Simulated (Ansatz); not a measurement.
# How settings move the G0W0 gap of LiCl (Fm-3m)

A 2-atom cell of LiCl started from a crystallographic database, relaxed with r2SCAN; one-shot G0W0 in Ansatz without spin-orbit coupling. No spin polarisation and no zero-point or thermal motion.

```yaml
crystal:
  lattice:
    - [0.00000, 2.55603, 2.55603]
    - [2.55603, 0.00000, 2.55603]
    - [2.55603, 2.55603, 0.00000]
  atoms:
    - { symbol: Li, position: [0.00000, 0.00000, 0.00000] }
    - { symbol: Cl, position: [0.50000, 0.50000, 0.50000] }
```

Gaps are read over the mesh points alone. G0W0 values are finite-basis, finite-mesh values.
```json
{"start": "PBE", "potentials": "PAW", "frequency model": "contour deformation", "mesh": "6×6×6", "empty bands": "75", "screening cutoff (eV)": "100", "Kohn-Sham gap (eV)": "6.39", "G0W0 gap (eV)": "8.75"}
{"start": "PBE", "potentials": "PAW", "frequency model": "contour deformation", "mesh": "6×6×6", "empty bands": "183", "screening cutoff (eV)": "180", "Kohn-Sham gap (eV)": "6.39", "G0W0 gap (eV)": "8.91"}
{"start": "PBE", "potentials": "PAW", "frequency model": "contour deformation", "mesh": "6×6×6", "empty bands": "355", "screening cutoff (eV)": "260", "Kohn-Sham gap (eV)": "6.39", "G0W0 gap (eV)": "8.98"}
{"start": "HSE06", "potentials": "PAW", "frequency model": "contour deformation", "mesh": "6×6×6", "empty bands": "183", "screening cutoff (eV)": "180", "Kohn-Sham gap (eV)": "7.79", "G0W0 gap (eV)": "9.54"}
{"start": "r2SCAN", "potentials": "PAW", "frequency model": "contour deformation", "mesh": "6×6×6", "empty bands": "183", "screening cutoff (eV)": "180", "Kohn-Sham gap (eV)": "7.29", "G0W0 gap (eV)": "9.37"}
{"start": "PBE0", "potentials": "PAW", "frequency model": "contour deformation", "mesh": "6×6×6", "empty bands": "183", "screening cutoff (eV)": "180", "Kohn-Sham gap (eV)": "8.51", "G0W0 gap (eV)": "9.75"}
{"start": "PBE", "potentials": "PAW", "frequency model": "Godby-Needs pole", "mesh": "6×6×6", "empty bands": "183", "screening cutoff (eV)": "180", "Kohn-Sham gap (eV)": "6.39", "G0W0 gap (eV)": "8.86"}
{"start": "PBE", "potentials": "PAW", "frequency model": "contour deformation", "mesh": "8×8×8", "empty bands": "54", "screening cutoff (eV)": "80", "Kohn-Sham gap (eV)": "6.39", "G0W0 gap (eV)": "8.68"}
{"start": "PBE", "potentials": "norm-conserving", "frequency model": "contour deformation", "mesh": "6×6×6", "empty bands": "183", "screening cutoff (eV)": "180", "Kohn-Sham gap (eV)": "6.39", "G0W0 gap (eV)": "8.92"}
```

The quasiparticle gap on this mesh is 8.98 eV (direct at Γ), against 6.39 eV from PBE: +2.59 eV. Renormalisation factors Z lie between 0.79 and 0.85.

Raising bands and cutoff together moves the gap by +0.16 eV (100 to 180 eV), then +0.07 eV (180 to 260 eV); the last step is still large, so the basis limit isn't reached. Starting from HSE06 (7.79 eV against PBE's 6.39 eV) gives 9.54 eV, +0.63 eV from G0W0@PBE at the same screening cutoff. Starting from r2SCAN (7.29 eV against PBE's 6.39 eV) gives 9.37 eV, +0.46 eV from G0W0@PBE at the same screening cutoff. Starting from PBE0 (8.51 eV against PBE's 6.39 eV) gives 9.75 eV, +0.84 eV from G0W0@PBE at the same screening cutoff. The Godby-Needs plasmon pole differs from contour deformation by -0.05 eV. Norm-conserving potentials (wave cutoff 1034 eV against 420 eV) shift the quasiparticle gap by +0.01 eV and the PBE gap by 0.00 eV. r2SCAN runs take a wave cutoff of 500 eV.
